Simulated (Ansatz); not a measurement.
The system is MnS.

```
CELL_PARAMETERS angstrom
0.00000 2.60450 2.60450
2.60450 0.00000 2.60450
2.60450 2.60450 0.00000
ATOMIC_POSITIONS crystal
Mn 0.00000 0.00000 0.00000
S 0.50000 0.50000 0.50000
```

Base run:

- Program: Ansatz 0.2.0
- Functional: PBEsol
- Potentials or basis: all-electron LAPW, scalar-relativistic
- Cutoff: 217 eV
- Density cutoff: 867 eV
- Basis error allowed: 0.001 eV/atom
- k mesh: 9 × 9 × 9
- Occupations: fermi-dirac, width 0.05 eV
- Spin: collinear spin, ferromagnetic start
- Starting moments: [4.0, 0.0] μB

Its results: pressure -7.3 GPa; net moment 4.69 μB per cell; site moments Mn +4.41; S +0.14 μB.

**Question.** After a change of settings the same cell gave: pressure -11.6 GPa; net moment 4.57 μB per cell; site moments Mn +4.29; S +0.14 μB. Which change was it?
A. potentials or basis from all-electron LAPW, scalar-relativistic to all-electron PAW datasets made for the crystal
B. functional from PBEsol to PBE; occupations from fermi-dirac, width 0.05 eV to gaussian, width 0.025 eV
C. functional from PBEsol to LDA
D. functional from PBEsol to RPBE

**Answer.** C.

LDA binds more tightly than PBEsol, so the same cell stands under less pressure.

Caveats: a cell with one magnetic atom can't hold antiferromagnetic order, which such compounds often take.

Not every run made on this cell is shown here.
